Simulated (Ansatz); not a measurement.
# ZnO (zincite) (P6_3mc) in Ansatz: further runs, part 2 of 2

Ansatz 0.2.0.

### Step 3. Relaxation of cell and atoms, LDA, target pressure 30 GPa, at which the enthalpy is minimised

input.yaml reads:

```yaml
crystal:
  lattice:
    - [3.249308, 0.0, 0.0]
    - [-1.624654, 2.8139832727, 0.0]
    - [0.0, 0.0, 5.205709]
  atoms:
    - { symbol: Zn, position: [0.6666666667, 0.3333333333, 0.0] }
    - { symbol: Zn, position: [0.3333333333, 0.6666666667, 0.5] }
    - { symbol: O, position: [0.3333333333, 0.6666666667, 0.87901] }
    - { symbol: O, position: [0.6666666667, 0.3333333333, 0.37901] }
hamiltonian:
  xc: lda
  pseudopotentials: { kind: paw }
kpoints:
  mp_grid: { grid: [7, 7, 4] }
scf:
  occupations: { method: fermi_dirac, width: 0.05 }
output:
  forces: true
  stress: true
  eigenvalues: true
  write_density: true
  write_potential: true
  elf: true
  volumetric_format: npy
relax:
  f_tol: 0.01
  max_steps: 40
  cell: { stress_tol: 0.05, p_target: 30.0 }
```

Potentials or basis: Ansatz PAW.

Launch:

```bash
> ansatz run input.yaml --threads 2 --pin off --max-ram 5632MiB --backend cpu --events-out ev --progress --plain --runs-dir out
```

Output:

```text
Warning: RAYON_NUM_THREADS=2 ignored (pool sized by the plan → 2); use --threads N
Engine: ansatz 0.2.0, aarch64-unknown-linux-gnu
Pseudopotentials: kind: paw
Pseudopotential: Zn, paw, valence charge 12, recommended cutoff 420 eV (normal), Zn.paw.azcp
Pseudopotential: O, paw, valence charge 6, recommended cutoff 420 eV (normal), O.paw.azcp
Functional definition: SPW92
  exchange = slater_x
  correlation = pw_c
Crystal: 4 atoms, lattice volume = 47.598 Å³
Basis set: ecut = 420 eV, 941 PW (Γ)
Bands: 22, of which v1, the nominal top of the filled ones, is band 18 counted from 1 (17 counted from 0)
Symmetry: 12 space group operations
Space group: P63mc (ITA 186), of the structure as read, at distance tolerance 3.6e-5 Å
k-points: 24 of 196 (time reversal used)
Non-local potential: Zn, projectors of the file, l = 0: 2, l = 1: 2, l = 2: 3, l = 3: 1
Non-local potential: O, projectors of the file, l = 0: 2, l = 1: 2, l = 2: 1
PAW form: soft (Blöchl's): semilocal exchange-correlation on the pseudo side does not see the compensation charge
PAW frozen core: Zn, regenerated for the run's functional, and the local potential with it (the file was generated under x = pbe(κ = 0.804, μ = 0.2195149727645171), c = pbe(β = 0.06672455060314922))
PAW frozen core: O, regenerated for the run's functional, and the local potential with it (the file was generated under x = pbe(κ = 0.804, μ = 0.2195149727645171), c = pbe(β = 0.06672455060314922))
PAW one-centre angular grid: Zn, 590 points (default); XC on 64 Gauss nodes
PAW one-centre angular grid: O, 110 points (default); XC on 64 Gauss nodes
Initial density: superposition of atomic densities (neutral atoms: chi_scale 0, normalization atom), corrected by the library's trained network
Initial wavefunctions: pseudopotential atomic-orbital guess
Functional: x = slater, c = lda
SCF iter   1: F=—  HF=-7603.922083 eV  |F-HF|=—  |Δ(HF+E_count)|=         —  Δρ=1.86e-2  dr2=1.41e-1  ethr=1.77e-3  ⟨swp⟩=5.9  Hψ=2301  notcnv=0
preconditioner: auto → Resta (q_TF=auto, 2.604 Å⁻¹)  ε∞=7.7  [insulator: Δε(μ)=0.553 eV  Ē_g=12.495 eV  σ=0.050 eV  W_gap=0.99  n_scr=22 (ndim 8)  ℏωp=32.3 eV  f_vac=0.035  D(μ)=0.00/eV (n_scr^D=0)  ε∞_Penn≈7.7]
SCF iter   2: F=—  HF=-7603.885882 eV  |F-HF|=—  |Δ(HF+E_count)|=   3.62e-2  Δρ=3.86e-3  dr2=2.65e-3  ethr=3.92e-4  ⟨swp⟩=3.0  Hψ=1242  notcnv=0
[... 111 lines left out ...]
SCF converged after 5 iterations
Free energy (F): -7603.458820 eV
Harris-Foulkes:  -7603.458820 eV  (|F-HF|=0.00e0)
Internal energy: -7603.458819 eV  (E = F + TS)
E sigma→0 (E₀):  -7603.458820 eV
Entropy (-TS):   -0.000001 eV (-0.000 meV/atom)
Fermi energy:    10.430821 eV
--- Per-component energies (eV) ---
  E_band       = 133.469403
  E_kinetic    = 621.222699
  E_local      = -3720.528429  (includes V_loc(G=0)·N_el)
  E_nonlocal   = 1345.954146
  E_hartree    = 1532.074544
  E_xc         = -418.429784
  E_vxc        = -296.570232  (∫ρ·V_xc dr)
  E_paw        = -3814.288737  (= ΣΔE_a)
  E_vpaw       = -880.762260  (= ΣTr[D̂ρ^β])
  E_aug_tail   = 0.004298  (compensation charges beyond the density's cutoff)
  E_ewald      = -3152.775682
  E_core_change = 3.308126  (= ΣΔE_core)
  E_smearing   = -0.000001  (= −TS)
  E_closure    = 0.000000  (closes the sum)
  Σ components = -7603.458820   (vs F -7603.458820, Δ=0.00e0)
--- Forces (eV/Å), atoms counted from 1 ---
  atom   1  Zn     0.00000000     0.00000000     0.00026850
  atom   2  Zn    -0.00000000    -0.00000000     0.00026850
  atom   3  O      0.00000000     0.00000000    -0.00028129
  atom   4  O     -0.00000000    -0.00000000    -0.00028129
  max |Σ_I F_I| component: 2.56e-5 eV/Å
--- Stress (GPa, compression-positive) ---
       29.980170      -0.000000      -0.000000
       -0.000000      29.980170      -0.000000
       -0.000000      -0.000000      29.987036
  P = ⅓ Tr σ = 29.9825 GPa (299.825 kbar)
--- Band table (eV; the first three rows and the last of 24) ---
  k-point 0: bands = ["-9.6415", "-8.5496", "2.5257", "2.9985", "2.9985", "3.0105", "3.2645", "3.2645", "4.7677", "4.7677", "5.0836", "5.0836", "5.4521", "8.8584", "8.8584", "9.7542", "9.9063", "9.9063", "10.9110", "15.7366", "18.4949", "23.6543"]
  k-point 1: bands = ["-9.4932", "-8.7219", "2.4492", "2.8366", "3.0212", "3.0212", "3.2073", "3.2073", "4.8295", "4.8295", "5.0555", "5.0555", "6.1037", "8.8035", "9.0122", "9.0122", "9.7546", "9.7546", "12.0515", "15.1121", "19.0252", "22.7281"]
  k-point 2: bands = ["-9.1195", "-9.1195", "2.5340", "2.5340", "3.0972", "3.0972", "3.0972", "3.0972", "4.9588", "4.9588", "4.9588", "4.9588", "7.4447", "7.4447", "9.3840", "9.3840", "9.3840", "9.3840", "13.6999", "13.6999", "20.4542", "20.4542"]
  k-point 23: bands = ["-8.3425", "-8.3425", "2.6054", "2.6054", "3.1693", "3.1693", "3.8863", "3.8863", "4.8426", "4.8426", "5.4186", "5.4186", "5.7966", "5.7966", "6.7987", "6.7987", "8.2007", "8.2007", "17.2997", "17.2997", "19.0708", "19.0708"]
--- Relaxed structure (8 steps of the walk, 8 accepted, 2 SCFs on fresh bases) ---
  F+E_penalty+E_count = -7603.45882018 eV   max|allowed force component| = 2.749e-4 eV/Å   (the final SCF, on the basis selected at the relaxed cell)
  cell:  # Å, volume = 39.5108 Å³
    - [3.0388959177275696, -8.087029153936728e-33, -2.3023570545015594e-33]
    - [-1.5194479588637848, 2.631761064208901, -6.0264781273177584e-18]
    - [-1.4754404125278203e-33, -1.1148641759859627e-17, 4.940301494737521]
  atoms:
    - { symbol: Zn, position: [0.6666666666666666, 0.3333333333333333, 0.0013180425778645938] }
    - { symbol: Zn, position: [0.3333333333333333, 0.6666666666666666, 0.5013180425778648] }
    - { symbol: O, position: [0.3333333333333333, 0.6666666666666666, 0.8776919574221356] }
    - { symbol: O, position: [0.6666666666666666, 0.3333333333333333, 0.37769195742213546] }
```

rho_z.tsv:

```text
# z_ang	rho[e/angstrom^3]
# format = ansatz-planar-average/11
# lattice	3.038895918	-0.000000000	-0.000000000
# lattice	-1.519447959	2.631761064	-0.000000000
# lattice	-0.000000000	-0.000000000	4.940301495
# sites	4
# site	30	1.519447959	0.877253688	0.006511528
# site	30	-0.000000000	1.754507376	2.476662275
# site	8	0.000000000	1.754507376	4.336062889
# site	8	1.519447959	0.877253688	1.865912142
0.000000	2.224925e0
0.137231	1.849535e0
0.274461	1.172978e0
0.411692	6.392564e-1
0.548922	3.596354e-1
0.686153	2.358543e-1
[... 28 lines left out ...]
4.665840	1.604105e0
4.803071	2.037102e0
```

v_z.tsv:

```text
# z_ang	v_es[eV]	v_tot[eV]
# format = ansatz-planar-average/11
# xc	lda
# density_cutoff_ev	1680
# datasets	Zn=:simpson_from_first_knot:soft:shift=-1931363	O=:simpson_from_first_knot:soft:shift=-566719
# lattice	3.038895918	-0.000000000	-0.000000000
# lattice	-1.519447959	2.631761064	-0.000000000
# lattice	-0.000000000	-0.000000000	4.940301495
# sites	4
# site	30	1.519447959	0.877253688	0.006511528
# site	30	-0.000000000	1.754507376	2.476662275
# site	8	0.000000000	1.754507376	4.336062889
# site	8	1.519447959	0.877253688	1.865912142
0.000000	-5.968002e-1	-1.527392e1
0.137231	8.864199e-1	-1.302010e1
0.274461	2.171078e0	-1.072064e1
0.411692	3.900741e0	-7.799994e0
0.548922	5.973678e0	-4.504976e0
0.686153	8.217637e0	-1.243947e0
[... 28 lines left out ...]
4.665840	-2.731700e0	-1.796074e1
4.803071	-2.077632e0	-1.722064e1
```

It took 16 s on 2 threads of Arm Neoverse V1, shared host; peak memory 0.36 GiB.

What came out:

```
Free energy                                            : -7603.4588 eV
Relaxed volume                                         : 9.88 Å³/atom
Relaxed cell                                           : a = 3.039 Å, b = 3.039 Å, c = 4.940 Å, α = 90.00°, β = 90.00°, γ = 120.00°
Space group after relaxing (to 0.05 Å)                 : P6_3mc (No. 186)
Energy change on relaxing (the enthalpy is what falls) : +106.5 meV/atom
Ionic steps                                            : 10
Pressure after relaxing                                : 30.0 GPa
Band gap on the k mesh                                 : 1.00 eV, direct
```

Step by step:
```
step  energy change (eV)  largest force (eV/Å)  volume (Å³)
   1              0.0000                0.0516        47.60
   2              0.1124                0.0695        41.55
   3              0.4828                0.0228        39.11
   4              0.3734                0.0143        39.68
   5              0.3742                0.0073        39.68
   6              0.3808                0.0031        39.64
   7              0.3798                0.0012        39.64
   8              0.4015                0.0015        39.64
   9              0.4253                0.0002        39.51
  10              0.4259                0.0003        39.51
```

Final structure:
```xyz
4
Lattice="3.0389 0.0000 0.0000 -1.5194 2.6318 0.0000 0.0000 0.0000 4.9403" Properties=species:S:1:pos:R:3 pbc="T T T"
Zn    1.5194    0.8773    0.0065
Zn    0.0000    1.7545    2.4767
O     0.0000    1.7545    4.3361
O     1.5194    0.8773    1.8659
```

Levels at points of the mesh, in eV from the valence-band top:
```csv
k point,band 15,band 16,band 17,band 18,band 19,band 20,band 21,band 22
"(0.00, 0.00, 0.00)",-1.05,-0.15,0.00,0.00,1.00,5.83,8.59,13.75
"(0.00, 0.00, -0.50)",-0.52,-0.52,-0.52,-0.52,3.79,3.79,10.55,10.55
```

Caveat: the volume moved by over 15 % at a fixed basis, so the end points are rough; odd divisions of the mesh miss points on the zone boundary, where band edges often lie, so the gap on the mesh can be too wide; the plane-wave basis is chosen anew once the cell has moved, so the energies of steps on either side of that aren't comparable; the pressure holds a Pulay correction of +1.0 GPa for the finite cutoff; the PAW data sets come from PBE, with cores solved anew for the run's functional, which leaves a small shift of forces and pressure.

### Step 4. Relaxation of the atoms, PBE

Changes to input.yaml since step 3:

```diff
@@ -11,3 +11,3 @@
 hamiltonian:
-  xc: lda
+  xc: pbe
   pseudopotentials: { kind: paw }
@@ -28,2 +28 @@
   max_steps: 40
-  cell: { stress_tol: 0.05, p_target: 30.0 }
```

Launch:

```bash
> ansatz run input.yaml --threads 2 --pin off --max-ram 5632MiB --backend cpu --events-out ev --progress --plain --runs-dir out
```

It took 5.8 s on 2 threads of Arm Neoverse V1, shared host; peak memory 0.36 GiB.

It converged, with:

| Property | Result |
| --- | --- |
| Free energy | -7773.6663 eV |
| Energy gained by relaxing | 0.2 meV/atom |
| Ionic steps | 4 |
| Pressure after relaxing | 4.9 GPa |
| Band gap on the k mesh | 0.80 eV, direct |

Forces in eV/Å, atoms in the order of the input:
```
Zn   0.000  0.000 -0.002
Zn   0.000  0.000 -0.002
O    0.000  0.000  0.002
O    0.000  0.000  0.002
```

Stress tensor (GPa, compression positive):
```
4.65 0.00 0.00
0.00 4.65 0.00
0.00 0.00 5.39
```

Step by step:
```csv
step,energy change (eV),largest force (eV/Å)
1,0.0000,0.0700
2,-0.0002,0.0565
3,-0.0007,0.0024
4,-0.0007,0.0024
```

Final structure:
```
Zn O
1.0
     3.24931    0.00000    0.00000
    -1.62465    2.81398    0.00000
     0.00000    0.00000    5.20571
Zn O
2 2
Direct
  0.66667 0.33333 0.99902
  0.33333 0.66667 0.49902
  0.33333 0.66667 0.87999
  0.66667 0.33333 0.37999
```

Levels at points of the mesh, in eV from the valence-band top:
```csv
k point,band 16,band 17,band 18,band 19,band 20,band 21
"(0.00, 0.00, 0.00)",-0.09,0.00,0.00,0.80,5.22,8.25
"(0.00, 0.00, -0.50)",-0.39,-0.39,-0.39,3.47,3.47,10.11
```

Caveat: odd divisions of the mesh miss points on the zone boundary, where band edges often lie, so the gap on the mesh can be too wide; the pressure holds a Pulay correction of +0.7 GPa for the finite cutoff; the thresholds are loose for stress.

### Step 5. Relaxation of cell and atoms, revPBE

Changes to input.yaml since step 4:

```diff
@@ -11,3 +11,3 @@
 hamiltonian:
-  xc: pbe
+  xc: revpbe
   pseudopotentials: { kind: paw }
@@ -28 +28,2 @@
   max_steps: 40
+  cell: { stress_tol: 0.05 }
```

Launch:

```bash
> ansatz run input.yaml --threads 2 --pin off --max-ram 5632MiB --backend cpu --events-out ev --progress --plain --runs-dir out
```

Wall time 15 s (2 threads of Arm Neoverse V1, shared host); peak memory 0.37 GiB.

The run converged. Its results:

| Property | Result |
| --- | --- |
| Free energy | -7783.9201 eV |
| Relaxed volume | 12.64 Å³/atom |
| Relaxed cell | a = 3.308 Å, b = 3.308 Å, c = 5.335 Å, α = 90.00°, β = 90.00°, γ = 120.00° |
| Space group after relaxing (to 0.05 Å) | P6_3mc (No. 186) |
| Energy gained by relaxing | 18.4 meV/atom |
| Ionic steps | 8 |
| Pressure after relaxing | 0.0 GPa |
| Band gap on the k mesh | 0.78 eV, direct |

The path:
| step | energy change (eV) | largest force (eV/Å) | volume (Å³) |
| --- | --- | --- | --- |
| 1 | 0.0000 | 0.0747 | 47.60 |
| 2 | -0.0477 | 0.0460 | 49.02 |
| 3 | -0.0582 | 0.0278 | 50.28 |
| 4 | -0.0580 | 0.0207 | 50.39 |
| 5 | -0.0580 | 0.0031 | 50.39 |
| 6 | -0.0731 | 0.0032 | 50.39 |
| 7 | -0.0727 | 0.0009 | 50.55 |
| 8 | -0.0734 | 0.0007 | 50.55 |

Final structure:
```cif
data_structure
_symmetry_space_group_name_H-M 'P 1'
_symmetry_Int_Tables_number 1
_cell_length_a 3.3078
_cell_length_b 3.3078
_cell_length_c 5.3354
_cell_angle_alpha 90.000
_cell_angle_beta 90.000
_cell_angle_gamma 120.000
_cell_volume 50.55
loop_
_atom_site_label
_atom_site_type_symbol
_atom_site_fract_x
_atom_site_fract_y
_atom_site_fract_z
_atom_site_occupancy
Zn1 Zn 0.66667 0.33333 0.99985 1
Zn2 Zn 0.33333 0.66667 0.49985 1
O1 O 0.33333 0.66667 0.87916 1
O2 O 0.66667 0.33333 0.37916 1
```

Levels at points of the mesh, in eV from the valence-band top:
| k point | band 16 | band 17 | band 18 | band 19 | band 20 | band 21 |
| --- | --- | --- | --- | --- | --- | --- |
| (0.00, 0.00, 0.00) | -0.07 | 0.00 | 0.00 | 0.78 | 5.10 | 8.09 |
| (0.00, 0.00, -0.50) | -0.36 | -0.36 | -0.36 | 3.38 | 3.38 | 9.92 |

Caveat: odd divisions of the mesh miss points on the zone boundary, where band edges often lie, so the gap on the mesh can be too wide; the plane-wave basis is chosen anew once the cell has moved, so the energies of steps on either side of that aren't comparable; the pressure holds a Pulay correction of +0.6 GPa for the finite cutoff; the PAW data sets come from PBE, with cores solved anew for the run's functional, which leaves a small shift of forces and pressure. Zero-point motion and thermal expansion aren't in these numbers.

### Step 6. Overview

| task | level | cell | target pressure (GPa) | gap on the mesh (eV) | pressure (GPa) |
| --- | --- | --- | --- | --- | --- |
| relaxation of cell and atoms | LDA | relaxed to 20 GPa | 20 | 0.95 | 20.0 |
| relaxation of cell and atoms | LDA | relaxed to 30 GPa | 30 | 1.00 | 30.0 |
| relaxation of the atoms | PBE | atoms relaxed | - | 0.80 | 4.9 |
| relaxation of cell and atoms | revPBE | relaxed | - | 0.78 | 0.0 |

Alike in all rows: potentials or basis Ansatz PAW; no spin polarisation; k mesh 7 × 7 × 4; cutoff (eV) 420; smearing fermi-dirac 0.05 eV.

Caveats: odd divisions of the mesh miss points on the zone boundary, where band edges often lie, so the gap on the mesh can be too wide; the plane-wave basis is chosen anew once the cell has moved, so the energies of steps on either side of that aren't comparable (some runs); the PAW data sets come from PBE, with cores solved anew for the run's functional, which leaves a small shift of forces and pressure (some runs); the volume moved by over 15 % at a fixed basis, so the end points are rough (some runs); the thresholds are loose for stress (some runs).

Absolute energies hang on the potentials; compare differences alone.

### Step 7. Comparison with measurements

Step 4. Measured gap of ZnO: 3.37 eV (quoted in “Electronic structure of alkaline earth and post-transition metal oxides”, 2009, arxiv:0908.1581). This calculation gives 0.80 eV (-2.57 eV). So large a miss can be the level of theory's own, or it may mean another phase, state or a wrong row. The value is that of PBE, without temperature or zero-point motion. Semilocal functionals fall short of measured gaps as a rule.
